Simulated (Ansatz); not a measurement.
## AlGa₃N₄ (Pm), a film clamped to a substrate

These are results of DFT r2SCAN, scalar-relativistic, plane waves, PAW (Ansatz 0.2.0), not measurements. Settings: plane waves to 500 eV, k-mesh 6×8×4 (Γ-centred), Gaussian smearing 0.05 eV. No spin polarisation. Energies are free energies at this smearing, counted from the undisturbed cell; pressure is positive in compression.

The undisturbed cell (relaxed at this level; it needn't be the usual structure):

```xyz
8
Lattice="5.1389 0.0000 0.0000 0.0000 3.1634 0.0000 -0.0037 0.0000 5.4770" Properties=species:S:1:pos:R:3 pbc="T T T"
Al    0.0005    1.5817    3.6548
Ga    2.5640    1.5817    1.8351
Ga    2.5625    0.0000    4.5539
Ga    5.1376    0.0000    0.9102
N     0.6124    1.5817    1.8655
N     0.5999    0.0000    4.5236
N     3.1867    0.0000    0.9103
N     3.2440    1.5817    3.6546
```

The cell (8 atoms, V0 = 89.04 Å³) is strained by p along both x and y and by q along z, fractional coordinates fixed. τp = (1/V0) ∂E/∂p = (σxx + σyy)(1 + p)(1 + q) and τq = (1/V0) ∂E/∂q = σzz(1 + p)², with tension positive.

```csv
p,q,ΔE (meV/atom),τp (GPa),τq (GPa)
0.000,0.000,0.00,0.00,0.00
-0.015,0.000,8.41,-16.50,-2.66
0.015,0.000,7.75,14.56,2.43
0.000,-0.015,3.52,-2.62,-6.90
0.000,0.015,3.28,2.46,6.19
```

Task: Get the second derivatives of the energy density.

Result: Central differences give A = ∂τp/∂p = 1035 GPa (C11 + C22 + 2 C12), C = ∂τq/∂q = 436 GPa (C33) and the cross term B = ∂τq/∂p = 170 GPa (C13 + C23); ∂τp/∂q = 169 GPa must equal B, and any difference shows higher-order terms. The ions are clamped.

Task: A film of this crystal grows with z along the normal on a substrate that imposes p. How does its thickness respond, and what does the misfit cost?

Result: Count p and q from the stress-free cell. A free surface needs τq = 0, so q = −(B/C) p = -0.39 p. The energy density left is (A − B²/C) p²/2 = M p², with the biaxial modulus M = 485 GPa; a misfit of 1 % costs 3.37 meV/atom, against 3.60 meV/atom if the thickness were held.

At p = -0.030 the energies along q are 62.2 (q = -0.030), 44.7 (q = -0.015), 35.1 (q = 0.000), 32.8 (q = 0.015), 36.8 (q = 0.030) meV/atom.

Task: Does the linear rule hold at this misfit?

Result: A parabola through the lowest point and its neighbours has its minimum at q = 0.013, 32.7 meV/atom. With the stress left in the starting cell, τp0 and τq0, linear elasticity gives q = −(τq0 + Bp)/C = 0.012 and E = V0(τp0 p + τq0 q + Ap²/2 + Bpq + Cq²/2)/N = 30.3 meV/atom. The two agree within a tenth in energy.

Forces appear on the atoms along this scan, and letting them relax would lower the energy and soften the response.

The film is much stiffer in its plane than its thickness response can relieve: letting the thickness adjust lowers the cost of a 1 % misfit only from 3.60 to 3.37 meV/atom, because the cross term is small beside the direct ones. The cell is wurtzite-derived with its polar axis along x, so this is a nonpolar film with the polar axis in the plane. In such a tetrahedral network, strain is normally shared between stretching stiff polar-covalent bonds and bending softer bond angles through internal displacements. Blocking these displacements probably makes the ratio of -0.39 too small in magnitude, so a real film should thicken more under in-plane compression. Stress rises faster in compression than in tension, as expected from the steepening short-range repulsion. This also explains why linear elasticity underestimates the energy at the larger compressive misfit, while still placing the optimum thickness well. Since both in-plane directions are strained equally, the biaxial modulus doesn't describe a substrate with different misfits along the polar axis and across it.
